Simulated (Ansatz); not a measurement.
# Tl under changes of volume

One of the cells (30.026 Å³/atom); the others are scaled copies at fixed shape and fractional positions:

```xyz
4
Lattice="3.5086 0.0000 0.0000 -1.7543 3.0386 0.0000 0.0000 0.0000 11.2656" Properties=species:S:1:pos:R:3 pbc="T T T"
Tl    1.7543    1.0129    8.4492
Tl    0.0000    0.0000    5.6328
Tl    0.0000    2.0257    2.8164
Tl    0.0000    0.0000    0.0000
```

| Quantity | Value |
| --- | --- |
| Program | Ansatz 0.2.0 |
| Functional | PBEsol |
| Potentials or basis | all-electron LAPW, scalar-relativistic |
| Cutoff | 160 eV (chosen from the basis error) |
| Basis error allowed | 0.001 eV/atom |
| k mesh | 9 × 9 × 3 |
| Occupations | fermi-dirac, width 0.05 eV |
| Spin | no spin polarisation |

```csv
volume (Å³/atom),energy over the lowest point (meV/atom),pressure (GPa)
28.225,0.00,0.3
28.825,0.45,-0.5
29.426,3.60,-1.1
30.026,9.08,-1.7
30.627,16.61,-2.2
31.227,25.91,-2.7
31.828,?,?
```

What does the run at 31.828 Å³/atom give?

Energy over the lowest point 36.75 meV/atom; pressure -3.0 GPa.

Worked out: A Birch-Murnaghan fit of order 3 (a polynomial in V^(-2/3)) to the other rows has its minimum at 28.43 Å³/atom with B0 = V·E''(V) = 37 GPa and B' = 5.4 at fixed shape and positions, which overstates the stiffness. It gives 36.76 meV/atom at 31.828 Å³/atom, against the run's 36.75, and -dE/dV = -3.1 GPa, against -3.0.

Energies are extrapolated to zero smearing.
